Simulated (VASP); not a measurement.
Here is a VASP 6.6.1 calculation.

Contents of INCAR:

```
SYSTEM = TaAs
  ALGO = Normal
  DIPOL = 0.5 0.5 0.291
  EDIFF = 1E-7
  EDIFFG = -0.02
  ENCUT = 520
  GGA = PS
  IBRION = 2
  IDIPOL = 3
  ISIF = 2
  ISMEAR = 0
  LASPH = .True.
  LCHARG = .False.
  LDIPOL = .True.
  LREAL = .False.
  LWAVE = .False.
  NELM = 80
  NSW = 40
  PREC = Accurate
  SIGMA = 0.05
```

KPOINTS

```
k-points
0
Gamma
  8 8 1
  0 0 0
```

File POSCAR:

```
TaAs
1.0
    3.3258600000      0.0000000000      0.0000000000
    0.0000000000      3.3258600000      0.0000000000
    0.0000000000      0.0000000000     25.7402900000
Ta As
1 1
Selective dynamics
Direct
    0.0000000000      0.0000000000      0.2717800000  F F F
    0.5000000000      0.5000000000      0.3109600000  T T T
```

Potentials or basis: VASP PAW PBE potentials, release 64 (Ta_pv, As).

Run with:

```sh
$ cat potpaw_PBE.64/Ta_pv/POTCAR potpaw_PBE.64/As/POTCAR > POTCAR
$ mpirun -np 1 vasp_std > vasp.out
```

Task: What does it give for the band gap on the k mesh?

Result: None (metal or under the smearing width).

Task: Estimate the energy gained by relaxing.

Result: 2.7 meV/atom.

Final structure:
```cif
data_structure
_symmetry_space_group_name_H-M 'P 1'
_symmetry_Int_Tables_number 1
_cell_length_a 3.3259
_cell_length_b 3.3259
_cell_length_c 25.7403
_cell_angle_alpha 90.000
_cell_angle_beta 90.000
_cell_angle_gamma 90.000
_cell_volume 284.72
loop_
_atom_site_label
_atom_site_type_symbol
_atom_site_fract_x
_atom_site_fract_y
_atom_site_fract_z
_atom_site_occupancy
Ta1 Ta 0.00000 0.00000 0.27178 1
As1 As 0.50000 0.50000 0.30904 1
```

 The run has no spin-orbit coupling, so splittings on Ta are missing.
